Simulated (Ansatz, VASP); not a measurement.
**BN in VASP and in Ansatz**

The input INCAR:

```
PREC = Accurate ; ENCUT = 520
EDIFF = 1E-6 ; ISMEAR = 0
SIGMA = 0.02 ; LREAL = False
LASPH = True ; NELM = 60
ALGO = Normal ; ISIF = 2
LWAVE = False ; LCHARG = True
LDIPOL = True ; IDIPOL = 3
DIPOL = 0.5 0.5 0.500 ; GGA = PE
IVDW = 12 ; LELF = True
LVHAR = True ; LVACPOTAV = True
NBANDS = 11
```

File KPOINTS:

```
Automatic mesh
0
Gamma
  12 12 1
```

Contents of POSCAR:

```
BN
1.0
    2.5770000000      0.0000000000      0.0000000000
   -1.2885000000      2.2317474655      0.0000000000
    0.0000000000      0.0000000000     26.0000000000
B N
1 1
Direct
    0.0000000000      0.0000000000      0.5164807692
    0.6666666667      0.3333333333      0.4835192308
```

Input for Ansatz:

```yaml
crystal:
  lattice:
    - [2.577, 0.0, 0.0]
    - [-1.2885, 2.2317474655, 0.0]
    - [0.0, 0.0, 26.0]
  atoms:
    - { symbol: B, position: [0.0, 0.0, 0.5164807692] }
    - { symbol: "N", position: [0.6666666667, 0.3333333333, 0.4835192308] }
  periodic: [true, true, false]
basis:
  ecutwfc: 420
kpoints:
  mp_grid: { grid: [12, 12, 1] }
hamiltonian:
  xc: pbe
  dispersion: d3bj
scf:
  occupations: { method: gaussian, width: 0.02 }
output:
  forces: true
  stress: true
  eigenvalues: true
```

Alike in both runs: task single point; functional PBE; dispersion D3(BJ); k mesh 12 × 12 × 1; occupations gaussian, width 0.02 eV; no spin polarisation.

|  | VASP | Ansatz |
| --- | --- | --- |
| version | VASP 6.6.1 | Ansatz 0.2.0 |
| potentials or method | VASP PAW PBE potentials, release 64 (B, N) | scalar-relativistic, plane waves, PAW |
| plane-wave cutoff (eV) | 520 | 420 |
| valence electrons in the cell | 8 | 8 |

Ansatz gave:

* gap on the k mesh at the Fermi level (eV): none
* rms of the force components (eV/Å): 5.587
* work function, face that differs most (eV): 3.78

Which values does VASP return?

gap on the k mesh at the Fermi level (eV): none; rms of the force components (eV/Å): 5.591; work function, face that differs most (eV): 3.78.

Atom by atom the forces differ by 0.004 eV/Å (rms over components). A gap of «none» marks a metal or a gap that the smearing closes.
